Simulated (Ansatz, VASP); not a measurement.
**One calculation of MoS2, two programs**

INCAR

```
  PREC = Accurate
  ENCUT = 520
  EDIFF = 1E-6
  ISMEAR = -1
  SIGMA = 0.05
  LREAL = False
  LASPH = True
  NELM = 100
  ALGO = Normal
  ISIF = 2
  LWAVE = False
  LCHARG = True
  GGA = CA
  LELF = True
  LVHAR = True
  NBANDS = 20
```

Contents of KPOINTS:

```
regular mesh
0
Gamma
  10 10 10
```

File POSCAR:

```
MoS2
1.0
    1.5800000000      0.9122134253      6.1500000000
   -1.5800000000      0.9122134253      6.1500000000
    0.0000000000     -1.8244268506      6.1500000000
Mo S
1 2
Direct
    0.0000000000      0.0000000000      0.0000000000
    0.4170000000      0.4170000000      0.4170000000
    0.2500000000      0.2500000000      0.2500000000
```

Contents of input.yaml:

```yaml
crystal:
  lattice:
    - [1.58, 0.9122134253, 6.15]
    - [-1.58, 0.9122134253, 6.15]
    - [0.0, -1.8244268506, 6.15]
  atoms:
    - { symbol: Mo, position: [0.0, 0.0, 0.0] }
    - { symbol: S, position: [0.417, 0.417, 0.417] }
    - { symbol: S, position: [0.25, 0.25, 0.25] }
kpoints:
  mp_grid: { grid: [10, 10, 10] }
  band_path:
    path: [[0.0, 0.0, 0.0], [0.5, 0.0, 0.0], [0.5, 0.181334009, -0.181334009]]
    npoints: 10
scf:
  occupations: { method: fermi_dirac, width: 0.05 }
hamiltonian:
  xc: lda
  pseudopotentials: { kind: all_electron, lapw: { basis_error: 0.002 } }
output:
  forces: true
  stress: true
  eigenvalues: true
```

Alike in both runs: functional LDA; k mesh 10 × 10 × 10; occupations fermi-dirac, width 0.05 eV; no spin polarisation.

|  | VASP | Ansatz |
| --- | --- | --- |
| version | VASP 6.6.1 | Ansatz 0.2.0 |
| potentials or method | VASP PAW LDA potentials, release 64 (Mo_sv, S) | all-electron LAPW, scalar-relativistic |
| plane-wave cutoff (eV) | 520 | see its input |
| task | single point | band structure |

|  | VASP | Ansatz | Ansatz less VASP |
| --- | --- | --- | --- |
| gap on the k mesh at the Fermi level (eV) | 0.89 | 0.88 | -0.008 |
| least direct gap on the mesh (eV) | 1.96 | 1.96 | -0.005 |
| pressure (GPa) | -2.3 | -2.4 | -0.06 |
| largest component of the traceless stress (GPa) | 1.63 | 1.67 | +0.033 |
| rms of the force components (eV/Å) | 0.043 | 0.040 | -0.0031 |

Atom by atom the forces differ by 0.005 eV/Å (rms over components). Ansatz ran all-electron here, so the differences hold the error of VASP's frozen core and of both bases.

A k mesh can miss the band edges.
